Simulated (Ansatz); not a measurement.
Rows from a G0W0 calculation on Be on the S site in BeS (32-atom cell) (Ansatz 0.2.0; G0W0 on LDA, plane waves, PAW; PAW set soft_1; 2×2×2 mesh, 543 empty bands, screening to 90 eV, PAW set soft_1 files), in eV. Spin-orbit coupling is left out.

```csv
row,k,band,start,Σx,Σc at the solution,Vxc
A,"(0.000, -0.500, -0.500)",v1,6.277,-13.281,1.348,-11.554
B,"(0.000, -0.500, -0.500)",c2,7.475,-6.434,-3.816,-10.911
C,Γ,c2,7.775,-6.396,-3.904,-10.977
D,Γ,v1,6.447,-13.666,1.373,-11.911
E,Γ,c1,7.694,-5.891,-3.833,-10.440
F,"(0.000, -0.500, -0.500)",c1,7.339,-6.176,-3.846,-10.694
```

**Question.** Give the quasiparticle energies and the shift of each level.

The quasiparticle equation reads E = start + Σx + Σc(E) − Vxc.

```csv
row,E (eV),shift (eV)
A,5.898,−0.379
B,8.135,+0.660
C,8.452,+0.677
D,6.065,−0.382
E,8.411,+0.716
F,8.010,+0.671
```

The gap over the computed points goes from 0.89 eV to 1.95 eV.

Limits: not at the basis limit; coarse k mesh.

[Paths, hosts, dates, memory and timing lines, banners, echoed tables and standing remarks are left out of the program output.]

[Logs are printed without paths, hosts, clocks, repeated set-up lines and the standing remarks that a program may print on its own settings, such as how far it seeks lower states.]

[Runs of the session that timed out or met a known fault of the program may be left out.]

[Cells called generated may have been cut or substituted from an entry of the Crystallography Open Database or the Materials Project.]

[Hosts, paths, dates, database ids (printed as entryN), source tags and the programs' standing remarks are cut or masked in the printed files.]
